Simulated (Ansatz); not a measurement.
# TaN: the cost of one run

Method: DFT, PBE, plane-wave PAW, default files, scalar-relativistic, as far as a step names no other, in Ansatz 0.2.0.

### Step 1. The system as given

The structure is hexagonal, space group P-62m (No. 189). The conventional cell has a = 5.196 Å, b = 5.196 Å, c = 2.911 Å, α = 90.00°, β = 90.00°, γ = 120.00°. Around Ta (site symmetry -6) lie 6 N at 2.16 Å. Around Ta (site symmetry -62m) lie 3 N at 2.04 Å. N (site symmetry m2m) is surrounded by 5 Ta at 2.04 to 2.16 Å.

As a file:

```cif
data_structure
_symmetry_space_group_name_H-M 'P-62m'
_symmetry_Int_Tables_number 189
_cell_length_a 5.1960
_cell_length_b 5.1960
_cell_length_c 2.9110
_cell_angle_alpha 90.000
_cell_angle_beta 90.000
_cell_angle_gamma 120.000
_cell_volume 68.06
loop_
_atom_site_label
_atom_site_type_symbol
_atom_site_symmetry_multiplicity
_atom_site_Wyckoff_symbol
_atom_site_fract_x
_atom_site_fract_y
_atom_site_fract_z
_atom_site_occupancy
Ta1 Ta 2 d 0.33333 0.66667 0.50000 1
Ta2 Ta 1 a 0.00000 0.00000 0.00000 1
N1 N 3 f 0.39285 0.00000 0.00000 1
```

The earlier run gave: no gap over 0.1 eV on the mesh, largest force 0.045 eV/Å, pressure 5.0 GPa.

Like atoms gathered into sites:

| site | atoms | first shell | V_zz (10²¹ V/m²) | η | C_Q (MHz) |
| --- | --- | --- | --- | --- | --- |
| Ta1 | 1, 2 | 6 N at 2.16 Å | -20.1 | 0.00 | -1539 (¹⁸¹Ta) |
| Ta3 | 3 | 3 N at 2.04 Å; also 3 N at 3.15 Å | 13.77 | 0.00 | 1056 (¹⁸¹Ta) |
| N | 4, 5, 6 | 5 Ta at 2.04–2.16 Å | -1.43 | 0.33 | -0.708 (¹⁴N) |

Conventions: |V_zz| ≥ |V_yy| ≥ |V_xx|, η = (V_xx − V_yy)/V_zz, C_Q = eQV_zz/h. Quadrupole moments are those of Pyykkö's year-2017 table.

### Step 2. Denser k-mesh and wider smearing, since the run found no gap

The input, input.yaml:

```yaml
crystal:
  lattice:
    - [5.1960008669, 0.0, 0.0]
    - [-2.5980004334, 4.4998687488, 0.0]
    - [0.0, 0.0, 2.911]
  atoms:
    - { symbol: Ta, position: [0.3333333333, 0.6666666667, 0.5], spin: 2.0 }
    - { symbol: Ta, position: [0.6666666667, 0.3333333333, 0.5], spin: 2.0 }
    - { symbol: Ta, position: [0.0, 0.0, 0.0], spin: 2.0 }
    - { symbol: "N", position: [0.39285, 0.0, 0.0] }
    - { symbol: "N", position: [0.60715, 0.60715, 0.0] }
    - { symbol: "N", position: [0.0, 0.39285, 0.0] }
magnetization:
  spin_polarized: true
kpoints:
  mp_grid: { grid: [10, 10, 16] }
scf:
  occupations: { method: fermi_dirac, width: 0.05 }
hamiltonian:
  xc: pbe
  pseudopotentials: { kind: paw }
output:
  forces: true
  stress: true
  populations: true
  efg:
    quadrupole_moments_barn: { Ta: 3.17, "N": 0.02044 }
    contact_densities: true
```

On the command line:

```sh
> ansatz run input.yaml --threads 1 --pin off --max-ram 3072MiB --backend cpu --events-out ev --progress --plain --runs-dir out
```

Q: Estimate wall time and peak memory on 1 thread of AMD EPYC 9R14 (Zen 4), shared host.

About 52 s, with a peak of 0.74 GiB.
